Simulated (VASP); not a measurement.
# Ba (P6/mmm) in VASP: a series of runs

Runs on Ba. Level: LDA. Tasks: single point.

All numbers are computed with VASP 6.6.1; they aren't measurements. Logs are shortened: lines on timing, memory, paths and dates and some standing lists are left out, and cuts for length are marked.

### 1 The crystal as given

The structure is hexagonal, space group P6/mmm (No. 191). The conventional cell has a = 4.312 Å, b = 4.312 Å, c = 3.913 Å, α = 90.00°, β = 90.00°, γ = 120.00°. Ba (site symmetry 6/mmm) is surrounded by 8 Ba at 3.91 to 4.31 Å.

This isn't the form of Ba at room conditions, which is bcc.

### 2 Single point, LDA

INCAR

```
SYSTEM = Ba
ADDGRID = .False.
ALGO = Normal
EDIFF = 1E-6
ENCUT = 450
GGA = CA
ISIF = 2
ISMEAR = -1
LASPH = .True.
LCHARG = .False.
LREAL = .False.
LWAVE = .False.
NBANDS = 11
NELM = 100
PREC = Accurate
SIGMA = 0.05
```

KPOINTS

```
k-points
0
Gamma
  10 10 10
  0 0 0
```

POSCAR

```
Ba
1.0
    4.3404360000      0.0427450000      0.0778240000
   -2.1332000000      3.6827230000     -0.0419260000
    0.0706370000     -0.0031590000      3.9204320000
Ba
1
Direct
    0.0107920000      0.0146870000     -0.0229320000
```

Potentials or basis: VASP PAW LDA potentials, release 64 (Ba_sv).

Started as:

```bash
cat potpaw_LDA.64/Ba_sv/POTCAR > POTCAR
mpirun -np 1 vasp_std > vasp.out
```

OUTCAR:

```text
SYSTEM = Ba
   EDIFF = 1E-6
   ENCUT = 450
   GGA = CA
   ISIF = 2
   ISMEAR = -1
   LASPH = .True.
   LREAL = .False.
   NELM = 100
   PREC = Accurate

 Found    504 irreducible k-points:

 Following reciprocal coordinates:
            Coordinates               Weight
  0.000000  0.000000  0.000000      1.000000
  0.100000  0.000000 -0.000000      2.000000
  0.200000  0.000000 -0.000000      2.000000
  0.300000 -0.000000  0.000000      2.000000
  0.400000 -0.000000 -0.000000      2.000000
  0.500000 -0.000000  0.000000      1.000000
   k-points           NKPTS =    504   k-points in BZ     NKDIM =    504   number of bands    NBANDS=     11
   number of dos      NEDOS =    301   number of ions     NIONS =      1
   total plane-waves  NPLWV =  25200
   dimension x,y,z NGX =    30 NGY =   30 NGZ =   28
   dimension x,y,z NGXF=    60 NGYF=   60 NGZF=   56
   ions per type =               1
   NGX,Y,Z   is equivalent  to a cutoff of  11.49, 11.72, 11.87 a.u.
   NGXF,Y,Z  is equivalent  to a cutoff of  22.98, 23.44, 23.74 a.u.
 SYSTEM =  Ba
   PREC   = accura    normal or accurate (medium, high low for compatibility)
   ISTART =      0    job   : 0-new  1-cont  2-samecut
   ICHARG =      2    charge: 1-file 2-atom 10-const
   ISPIN  =      1    spin polarized calculation?
   LNONCOLLINEAR =      F non collinear calculations
   LSORBIT =      F    spin-orbit coupling
   LASPH  =      T    aspherical Exc in radial PAW
   ENCUT  =  450.0 eV  33.07 Ry    5.75 a.u.   7.51  7.36  6.78*2*pi/ulx,y,z
   NELM   =    100;   NELMIN=  2; NELMDL= -5     # of ELM steps
   EDIFF  = 0.1E-05   stopping-criterion for ELM
   LREAL  =      F    real-space projection
   EDIFFG = 0.1E-04   stopping-criterion for IOM
   NSW    =      0    number of steps for IOM
   IBRION =     -1    ionic relax: 0-MD 1-quasi-New 2-CG
   NFREE  =      0    steps in history (QN), initial steepest desc. (CG)
   ISIF   =      2    stress and relaxation
   ISYM   =      2    0-nonsym 1-usesym 2-fastsym
   POTIM  = 0.5000    time-step for ionic-motion
   TEBEG  =    0.0;   TEEND  =   0.0 temperature during run
   PSTRESS=    0.0 pullay stress
   NELECT =      10.0000    total number of electrons
   NUPDOWN=      -1.0000    fix difference up-down
   EMIN   =  10.00;   EMAX   =-10.00  energy-range for DOS
   EFERMI =   0.00;   METHOD = LEGACY
   ISMEAR =    -1;   SIGMA  =   0.05  broadening in eV -4-tet -1-fermi 0-gaus
   EFERMI_NEDOS =   21; number of points for ismear=-14 and -15
   IALGO  =     38    algorithm
   IMIX   =      4    mixing-type and parameters
     AMIX     =   0.40;   BMIX     =  1.00
     AMIX_MAG =   1.60;   BMIX_MAG =  1.00
  volume/ion in A,a.u.               =      63.00       425.17
  Fermi-wavevector in a.u.,A,eV,Ry     =   0.886379  1.675014 10.689661  0.785668
  Thomas-Fermi vector in A             =   2.007537
   LORBIT       =      0    0 simple, 1 ext, 2 COOP (PROOUT), +10 PAW based schemes
   GGA     = CA    functional components
   LHFCALC =     F    Hartree Fock is set to
   AEXX    =    0.0000 exact exchange contribution
   IVDW    =     0    specifies the selected vdW correction
   LEPSILON=     F    determine dielectric tensor
   LRPA    =     F    only Hartree local field effects (RPA)
 non-spin polarized calculation
  energy-cutoff  :      450.00
  volume of cell :       63.00
 maximum number of plane-waves:      1386
   NGX = 15   NGY = 15   NGZ = 13

 number of electron      10.0000000 magnetization

 Free energy of the ion-electron system (eV)
  ---------------------------------------------------
  ext. energy  EPLUGINS =         0.00000000
  ---------------------------------------------------
  free energy    TOTEN  =        -2.04268179 eV

  energy without entropy =       -2.03408938  energy(sigma->0) =       -2.03838559

 E-fermi :   1.4564     XC(G=0):  -7.6054

 val. band max:        1.4561326827   @ k =   0.0000   0.0000   0.0000
 cond. band min:       1.4601304538   @ k =   0.4000   0.3000   0.3000
 fundamental gap:      0.0039977712
 Fermi energy:         1.4564382140

 k-point     1 :       0.0000    0.0000    0.0000
  band No.  band energies     occupation
      1     -27.5870      2.00000
      2     -12.5364      2.00000
      3     -12.5180      2.00000
      4     -12.4235      2.00000
      5      -1.2742      2.00000
      6       1.4561      1.00306
      7       2.9457      0.00000
      8       3.2183      0.00000
      9       6.2073      0.00000
     10       6.2760      0.00000
     11       7.5489      0.00000

 k-point     2 :       0.1000    0.0000   -0.0000
  band No.  band energies     occupation
      1     -27.5832      2.00000
      2     -12.5855      2.00000
      3     -12.5282      2.00000
      4     -12.4189      2.00000
      5      -1.1080      2.00000
      6       1.5246      0.40766
      7       2.7240      0.00000
      8       3.3829      0.00000
      9       5.8934      0.00000
     10       6.2342      0.00000
     11       8.0220      0.00000

 k-point     3 :       0.2000    0.0000   -0.0000
  band No.  band energies     occupation
      1     -27.5733      2.00000
      2     -12.7107      2.00000
      3     -12.5547      2.00000
      4     -12.4065      2.00000
      5      -0.6615      2.00000
      6       1.6802      0.02253
      7       2.3227      0.00000
      8       3.8649      0.00000
      9       5.3102      0.00000
     10       6.1325      0.00000
     11       8.5904      0.00000

 k-point     4 :       0.3000   -0.0000    0.0000
  band No.  band energies     occupation
      1     -27.5610      2.00000
      2     -12.8592      2.00000
      3     -12.5871      2.00000
      4     -12.3912      2.00000
      5      -0.0943      2.00000
      6       1.6728      0.02606
      7       2.2442      0.00000
      8       4.6188      0.00000
      9       4.7997      0.00000
     10       6.0147      0.00000
     11       7.7375      0.00000

 k-point     5 :       0.4000   -0.0000   -0.0000
  band No.  band energies     occupation
      1     -27.5510      2.00000
      2     -12.9748      2.00000
      3     -12.6129      2.00000
      4     -12.3787      2.00000
      5       0.3240      2.00000
      6       1.6448      0.04519
      7       2.3914      0.00000
      8       4.4659      0.00000
      9       5.5379      0.00000
     10       5.9255      0.00000
     11       7.2934      0.00000

 k-point     6 :       0.5000   -0.0000    0.0000
  band No.  band energies     occupation
      1     -27.5472      2.00000
      2     -13.0179      2.00000
      3     -12.6227      2.00000
      4     -12.3739      2.00000
      5       0.4394      2.00000
      6       1.7305      0.00830
      7       2.4231      0.00000
      8       4.3505      0.00000
      9       5.8890      0.00000
     10       6.1445      0.00000
     11       7.2568      0.00000

 [... further k-points ...]

------------------------ aborting loop because EDIFF is reached ----------------------------------------

  FORCE on cell =-STRESS in cart. coord.  units (eV):
  Direction    XX          YY          ZZ          XY          YZ          ZX
  --------------------------------------------------------------------------------------
  -------------------------------------------------------------------------------------
  Total       -0.6506249     -0.5633970     -0.3207193     -0.0614453     -0.0019783      0.0502390
  in kB      -16.5453249    -14.3271290     -8.1558595     -1.5625465     -0.0503085      1.2775720
  external PRESSURE =     -13.0094378 kB  Pullay stress =       0.0000000 kB

 VOLUME and BASIS-vectors are now :
 -----------------------------------------------------------------------------
  energy-cutoff  :      450.00
  volume of cell :       63.00
      direct lattice vectors                 reciprocal lattice vectors
     4.340436000  0.042745000  0.077824000     0.229156949  0.132692299 -0.004021951
    -2.133200000  3.682723000 -0.041926000    -0.002663728  0.269998278  0.000265553
     0.070637000 -0.003159000  3.920432000    -0.004577452  0.000253366  0.255156610

 POSITION                                       TOTAL-FORCE (eV/Angst)
 -----------------------------------------------------------------------------------
      0.08453      0.05146      3.83075         0.000000      0.000000      0.000000
 -----------------------------------------------------------------------------------
    total drift:                               -0.000002     -0.000001     -0.000005

  FREE ENERGIE OF THE ION-ELECTRON SYSTEM (eV)
  ---------------------------------------------------
  free  energy   TOTEN  =        -2.0426817887 eV

  energy  without entropy=       -2.0340893838  energy(sigma->0) =       -2.03838559
```

Wall time 70 s (1 thread of Intel Xeon 6975P-C (Granite Rapids), shared host); peak memory 0.36 GiB.

These settings aren't checked as converged: the numbers below hold their error.

What came out:

```yaml
Free_energy: -2.0427 eV
Pressure: -1.3 GPa
Band_gap_on_the_k_mesh: none (metal or under the smearing width)
```

### 3 Single point, LDA

Edit INCAR of step 2 so:

```diff
@@ -15,2 +15,2 @@
 PREC = Accurate
-SIGMA = 0.05
+SIGMA = 0.02
```

KPOINTS is that of step 2.

POSCAR

```
Ba
1.0
    4.3116136979      0.0000000000      0.0000000000
   -2.1558068490      3.7339669937      0.0000000000
    0.0000000000      0.0000000000      3.9134133000
Ba
1
Direct
    0.0000000000      0.0000000000      0.0000000000
```

Potentials or basis: VASP PAW LDA potentials, release 64 (Ba_sv).

Started as:

```bash
cat potpaw_LDA.64/Ba_sv/POTCAR > POTCAR
mpirun -np 1 vasp_std > vasp.out
```

Wall time 12 s (1 thread of Intel Xeon 6975P-C (Granite Rapids), shared host); peak memory 0.17 GiB.

These settings aren't checked as converged: the numbers below hold their error.

Results:

* Free energy: -2.0385 eV
* Pressure: -1.3 GPa
* Band gap on the k mesh: none (metal or under the smearing width)

### 4 Single point, LDA

INCAR is that of step 3.

KPOINTS is that of step 3.

POSCAR

```
Ba
1.0
    4.3404360000      0.0427450000      0.0778240000
   -2.1332000000      3.6827230000     -0.0419260000
    0.0706370000     -0.0031590000      3.9204320000
Ba
1
Direct
    0.0107920000      0.0146870000     -0.0229320000
```

Potentials or basis: VASP PAW LDA potentials, release 64 (Ba_sv).

Started as:

```bash
cat potpaw_LDA.64/Ba_sv/POTCAR > POTCAR
mpirun -np 1 vasp_std > vasp.out
```

OUTCAR:

```text
SYSTEM = Ba
   EDIFF = 1E-6
   ENCUT = 450
   GGA = CA
   ISIF = 2
   ISMEAR = -1
   LASPH = .True.
   LREAL = .False.
   NELM = 100
   PREC = Accurate

 Found    504 irreducible k-points:

 Following reciprocal coordinates:
            Coordinates               Weight
  0.000000  0.000000  0.000000      1.000000
  0.100000  0.000000 -0.000000      2.000000
  0.200000  0.000000 -0.000000      2.000000
  0.300000 -0.000000  0.000000      2.000000
  0.400000 -0.000000 -0.000000      2.000000
  0.500000 -0.000000  0.000000      1.000000
[... 159 lines left out ...]
------------------------ aborting loop because EDIFF is reached ----------------------------------------

  FORCE on cell =-STRESS in cart. coord.  units (eV):
  Direction    XX          YY          ZZ          XY          YZ          ZX
  --------------------------------------------------------------------------------------
  -------------------------------------------------------------------------------------
  Total       -0.6469516     -0.5592108     -0.3274045     -0.0617227     -0.0020760      0.0534204
  in kB      -16.4519139    -14.2206741     -8.3258622     -1.5696018     -0.0527914      1.3584748
  external PRESSURE =     -12.9994834 kB  Pullay stress =       0.0000000 kB

 VOLUME and BASIS-vectors are now :
 -----------------------------------------------------------------------------
  energy-cutoff  :      450.00
  volume of cell :       63.00
      direct lattice vectors                 reciprocal lattice vectors
     4.340436000  0.042745000  0.077824000     0.229156949  0.132692299 -0.004021951
    -2.133200000  3.682723000 -0.041926000    -0.002663728  0.269998278  0.000265553
     0.070637000 -0.003159000  3.920432000    -0.004577452  0.000253366  0.255156610

 POSITION                                       TOTAL-FORCE (eV/Angst)
 -----------------------------------------------------------------------------------
      0.08453      0.05146      3.83075        -0.000000      0.000000      0.000000
 -----------------------------------------------------------------------------------
    total drift:                               -0.000002     -0.000001     -0.000005

  FREE ENERGIE OF THE ION-ELECTRON SYSTEM (eV)
  ---------------------------------------------------
  free  energy   TOTEN  =        -2.0390275498 eV

  energy  without entropy=       -2.0373620373  energy(sigma->0) =       -2.03819479
```

OSZICAR:

```text
N       E                     dE             d eps       ncg     rms          rms(c)
DAV:   1     0.483608819784E+02    0.48361E+02   -0.39766E+03 11104   0.671E+02
DAV:   2     0.382112668145E+00   -0.47979E+02   -0.46796E+02 13150   0.132E+02
DAV:   3    -0.195319060353E+01   -0.23353E+01   -0.23210E+01 14511   0.292E+01
DAV:   4    -0.204413509518E+01   -0.90944E-01   -0.90799E-01 14759   0.527E+00
DAV:   5    -0.204646112343E+01   -0.23260E-02   -0.23259E-02 15274   0.681E-01    0.180E+00
DAV:   6    -0.204162528708E+01    0.48358E-02   -0.54310E-03 14209   0.589E-01    0.105E+00
DAV:   7    -0.203897538141E+01    0.26499E-02   -0.90167E-03 16154   0.762E-01    0.546E-02
DAV:   8    -0.203902669344E+01   -0.51312E-04   -0.21345E-04 14396   0.779E-02    0.112E-02
DAV:   9    -0.203902789653E+01   -0.12031E-05   -0.92005E-06 14071   0.148E-02    0.357E-03
DAV:  10    -0.203902754975E+01    0.34678E-06   -0.15756E-06  9397   0.591E-03
   1 F= -.20390275E+01 E0= -.20381948E+01  d E =-.166551E-02
```

stdout:

```text
POSCAR found type information on POSCAR Ba
 POSCAR found :  1 types and       1 ions
 scaLAPACK will be used
 LDA part: xc-table for (Slater(with rela. corr.)+CA(PZ))
 , standard interpolation
 POSCAR, INCAR and KPOINTS ok, starting setup
 FFT: planning ... GRIDC
 FFT: planning ... GRID_SOFT
 FFT: planning ... GRID
 WAVECAR not read
 entering main loop
```

Wall time 70 s (1 thread of Intel Xeon 6975P-C (Granite Rapids), shared host); peak memory 0.36 GiB.

These settings aren't checked as converged: the numbers below hold their error.

What came out:

```
Free energy            : -2.0390 eV
Pressure               : -1.3 GPa
Band gap on the k mesh : none (metal or under the smearing width)
```
